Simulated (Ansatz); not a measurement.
# AlGaN2: substituted relatives

Aim: put other elements on the sites of AlGaN2 (N → As), relax each crystal within the symmetry of the start, and see how size, gap and stability follow.

Program: Ansatz 0.2.0. Level of theory: DFT LDA, scalar-relativistic, plane waves, PAW. These are calculated values, not measurements.

### Step 1. The structure to begin with

The structure is tetragonal, space group P-4m2 (No. 115). Conventional cell: a = 3.115 Å, b = 3.115 Å, c = 4.384 Å, α = 90.00°, β = 90.00°, γ = 90.00°. Al (site symmetry -4m2) has 4 N at 1.88 Å as nearest neighbours. Ga (site symmetry -4m2) has 4 N at 1.93 Å as nearest neighbours. Around N (site symmetry 2mm) lie 2 Al at 1.88 Å and 2 Ga at 1.93 Å.

Coordinates:

```cif
data_structure
_symmetry_space_group_name_H-M 'P 1'
_symmetry_Int_Tables_number 1
_cell_length_a 3.1153
_cell_length_b 3.1153
_cell_length_c 4.3843
_cell_angle_alpha 90.000
_cell_angle_beta 90.000
_cell_angle_gamma 90.000
_cell_volume 42.55
loop_
_atom_site_label
_atom_site_type_symbol
_atom_site_fract_x
_atom_site_fract_y
_atom_site_fract_z
_atom_site_occupancy
Al1 Al 0.50000 0.50000 0.50000 1
Ga1 Ga 0.00000 0.00000 0.00000 1
N1 N 0.50000 0.00000 0.74005 1
N2 N 0.00000 0.50000 0.25995 1
```

It goes back to an entry of the Materials Project, which need not be the stable form.

It is the result of an earlier relaxation at this level (volume 10.64 Å³/atom; gap on the mesh: 3.05 eV).

### Step 2. Swap N → As

AlGaAs2 starts from the relaxed positions of AlGaN2, with all lengths scaled by 1.155, a guess from tabulated radii.

### Step 3. Probe: one point at the start (AlGaAs2)

File input.yaml:

```yaml
crystal:
  lattice:
    - [3.5995275633, 0.0, 0.0]
    - [0.0, 3.5995275633, 0.0]
    - [0.0, 0.0, 5.0658318495]
  atoms:
    - { symbol: Al, position: [0.5, 0.5, 0.5] }
    - { symbol: Ga, position: [0.0, 0.0, 0.0] }
    - { symbol: As, position: [0.5, 0.0, 0.7400513254] }
    - { symbol: As, position: [0.0, 0.5, 0.2599486746] }
basis:
  ecutwfc: 420
kpoints:
  mp_grid: { grid: [6, 6, 4] }
hamiltonian:
  xc: lda
scf:
  occupations: { method: gaussian, width: 0.1 }
output:
  forces: true
  stress: true
  eigenvalues: true
```

Run with:

```
$ ansatz run input.yaml --threads 1 --pin off --max-ram 2560MiB --backend cpu --events-out ev --progress --plain --runs-dir out
```

The session goes on with these runs: rough relaxation on the coarse mesh (AlGaAs2); full relaxation (AlGaAs2); seeking the band edges (AlGaAs2).

**Question.** What will these runs give? Wanted: N → As.

As calculated:

| quantity | value |
| --- | --- |
| N → As (AlGaAs2) | 22.15 Å³/atom, gap 1.02 eV, ΔH_f -0.39 eV/atom |

What this shows: N → As changes the volume per atom by +108.2 %. Both keep a gap; it moves in AlGaAs2, from 3.05 to 1.02 eV. AlGaN2 has the lowest formation energy in this structure (-1.22 eV/atom). A negative value alone does not show stability: other structures and competing compounds were not computed.
